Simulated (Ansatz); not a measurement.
Crystal: Br, simple cubic type, 1 atom in the cell.

The calculation used Ansatz 0.2.0 development build, PBE, plane waves, PAW datasets (generated soft set 1).

Cutoff 420 eV; k-mesh 35×35×35 Γ-centred; Fermi–Dirac smearing of 0.0612 eV; no spin polarisation.

The fit to the energies gives V₀ = 29.810 Å³/atom (a₀ = 3.101 Å), B₀ = 29.1 GPa, B₀′ = 5.52.

Task: What pressure does the program print at V = 29.217 Å³/atom, and how far above the lowest computed point (V = 29.813 Å³/atom) does the energy lie?

Result: 0.62 GPa and 1.12 meV/atom. All points:

```
V (Å³/atom)   a (Å)  E − E(min) (meV/atom)  P (GPa)
     28.024  3.0375                  11.13     2.13
     28.620  3.0588                   4.72     1.33
     29.217  3.0799                   1.12     0.62
     29.813  3.1008                   0.00     0.00
     30.409  3.1213                   1.05    -0.55
     31.005  3.1416                   4.01    -1.03
     31.602  3.1616                   8.63    -1.45
```

The published all-electron PBE values for this crystal (mean of FLEUR and WIEN2k, k-spacing 0.06 Å⁻¹; Bosoni et al., Nat. Rev. Phys. 6, 45 (2024)) are V₀ = 29.828 Å³/atom, B₀ = 29.1 GPa, B₀′ = 5.51.

The stress includes the program's correction for the finite plane-wave basis.

This cubic structure is a model: it isn't the usual form of the substance at ambient conditions, and such phases are metastable or hypothetical.
